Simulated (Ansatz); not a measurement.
Os under changes of volume

One of the cells (13.982 Å³/atom); the others are scaled copies at fixed shape and fractional positions:

```
CELL_PARAMETERS angstrom
2.73410 0.00000 0.00000
-1.36705 2.36780 0.00000
0.00000 0.00000 4.31970
ATOMIC_POSITIONS crystal
Os 0.66667 0.33333 0.75000
Os 0.33333 0.66667 0.25000
```

```yaml
Program: Ansatz 0.2.0
Functional: BLYP
Potentials_or_basis: Ansatz PAW
Cutoff: "420 eV (not typed: the program's choice for these potentials)"
k_mesh: 11 × 11 × 6
Occupations: fermi-dirac, width 0.05 eV
Spin: no spin polarisation
```

| volume (Å³/atom) | energy over the lowest point (meV/atom) | pressure (GPa) |
| --- | --- | --- |
| 13.143 | 286.05 | 58.9 |
| 13.423 | 194.16 | 46.7 |
| 13.703 | ? | ? |
| 13.982 | 69.13 | 25.8 |
| 14.262 | 32.00 | 17.0 |
| 14.542 | 9.46 | 9.1 |
| 14.821 | 0.00 | 2.0 |

Problem. What does the run at 13.703 Å³/atom give?

Solution. Energy over the lowest point 122.56 meV/atom; pressure 35.7 GPa.

Worked out: A Birch-Murnaghan fit of order 3 (a polynomial in V^(-2/3)) to the other rows has its minimum at 14.90 Å³/atom, just outside them, with B0 = V·E''(V) = 348 GPa and B' = 4.7 at fixed shape and positions, which overstates the stiffness. It gives 122.48 meV/atom at 13.703 Å³/atom, against the run's 122.56, and -dE/dV = 35.6 GPa, against 35.7.

Energies are extrapolated to zero smearing.

Caveats: the PAW data sets come from PBE, with cores solved anew for the run's functional, which leaves a small shift of forces and pressure.
